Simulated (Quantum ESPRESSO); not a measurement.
# SnSe under changes of volume

One of the cells (26.676 Å³/atom); the others are scaled copies at fixed shape and fractional positions:

```
Sn Se
1.0
    11.42000    0.00000    0.00000
     0.00000    4.19000    0.00000
     0.00000    0.00000    4.46000
Sn Se
4 4
Direct
  0.87700 0.75000 0.90900
  0.62300 0.25000 0.40900
  0.37700 0.75000 0.59100
  0.12300 0.25000 0.09100
  0.64300 0.75000 0.98400
  0.85700 0.25000 0.48400
  0.14300 0.75000 0.51600
  0.35700 0.25000 0.01600
```

* Program: Quantum ESPRESSO 7.5
* Functional: LDA
* Potentials or basis: JTH 2.0 LDA
* Cutoff: 490 eV
* Density cutoff: 2939 eV
* k mesh: 3 × 5 × 5
* Occupations: fermi-dirac, width 0.05 eV
* Spin: no spin polarisation

```tsv
volume (Å³/atom)	energy over the lowest point (meV/atom)	pressure (GPa)	gap on the mesh (eV)	largest force (eV/Å)
25.076	?	?	?	?
25.609	0.00	-0.2	0.73	0.369
26.143	1.44	-1.4	0.76	0.259
26.676	6.54	-2.5	0.78	0.188
27.210	15.01	-3.4	0.78	0.184
27.743	26.44	-4.2	0.76	0.241
28.277	40.48	-5.0	0.73	0.320
```

Question: What does the run at 25.076 Å³/atom give?

Answer: Energy over the lowest point 2.78 meV/atom; pressure 1.1 GPa; gap on the mesh 0.69 eV; largest force 0.499 eV/Å.

Worked out: A Birch-Murnaghan fit of order 3 (a polynomial in V^(-2/3)) to the other rows has its minimum at 25.69 Å³/atom with B0 = V·E''(V) = 59 GPa and B' = 4.5 at fixed shape and positions, which overstates the stiffness. It gives 2.77 meV/atom at 25.076 Å³/atom, against the run's 2.78, and -dE/dV = 1.5 GPa, against 1.1. A parabola through the other rows of the gap, of slope 2.96 eV per unit of ln V there, extrapolates to 0.68 eV, against the run's 0.69.

Energies are extrapolated to zero smearing.

Caveats: the cutoff is low for these files, which shifts pressure and relaxed volume; spin-orbit coupling is left out, which moves the levels of the heavy elements; an odd mesh through Γ misses points on the zone boundary, where band edges often lie.
